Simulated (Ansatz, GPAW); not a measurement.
**Sn: 3 runs at one level of theory**

```
Sn
1.0
    -2.94014    2.94014    1.59930
     2.94014   -2.94014    1.59930
     2.94014    2.94014   -1.59930
Sn
2
Direct
  0.00000 0.00000 0.00000
  0.75000 0.25000 0.50000
```

Alike in all runs: task single point; functional PBE; k mesh 9 × 9 × 9; occupations gaussian, width 0.024 eV; no spin polarisation; no spin-orbit coupling. Pressure is positive in compression and, in plane waves, holds the error of the finite cutoff, which Ansatz's Pulay term estimates and takes out.

```
                        program and potentials  plane-wave cutoff (eV)                             notes  pressure (GPa)
                            Ansatz, Ansatz PAW                     420  Pulay term of +0.03 GPa included            1.42
    GPAW, GPAW PAW data sets (gpaw-data 1.2.1)                     600                                 -            1.15
Ansatz, all-electron LAPW, scalar-relativistic                       -                                 -            1.43
```

The pressure spans 1.15 (GPAW, GPAW PAW data sets (gpaw-data 1.2.1)) to 1.43 GPa (Ansatz, all-electron LAPW, scalar-relativistic), with all-electron results at 1.43.

Differences between rows come from potentials, basis sets and numerical settings, since the functional is the same but for its coding. Runs on potential files found faulty are left out.
